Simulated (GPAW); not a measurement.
Crystal: SiC.

```
CELL_PARAMETERS angstrom
3.07569 0.00000 0.00000
-1.53785 2.66363 0.00000
0.00000 0.00000 10.07065
ATOMIC_POSITIONS crystal
Si 0.00000 0.00000 0.18789
Si 0.00000 0.00000 0.68789
Si 0.33333 0.66667 0.43784
Si 0.66667 0.33333 0.93784
C 0.00000 0.00000 0.00046
C 0.00000 0.00000 0.50046
C 0.33333 0.66667 0.24980
C 0.66667 0.33333 0.74980
```

The cell is a database's computed one.

Base run:

* Program: GPAW 26.7.0
* Functional: vdW-DF
* Potentials or basis: GPAW PAW data sets (gpaw-data 1.2.1)
* Cutoff: 800 eV
* Basis: pw
* k mesh: 6 × 6 × 2
* Occupations: fermi-dirac, width 0.05 eV
* Spin: no spin polarisation

Its results: band gap on the k mesh 2.49 eV, indirect (least direct gap 3.60 eV).

Question: After a change of settings the same cell gave: band gap on the k mesh 2.22 eV, indirect (least direct gap 3.34 eV). Which change was it?
A. functional from vdW-DF to PBE
B. functional from vdW-DF to optB88-vdW; band points from 80 to 100
C. functional from vdW-DF to BEEF-vdW
D. functional from vdW-DF to TB-mBJ; potentials or basis from GPAW PAW data sets (gpaw-data 1.2.1) to GPAW PAW data sets for LDA (gpaw-data 1.2.1)

Answer: A.

Not every run made on this cell is shown here.
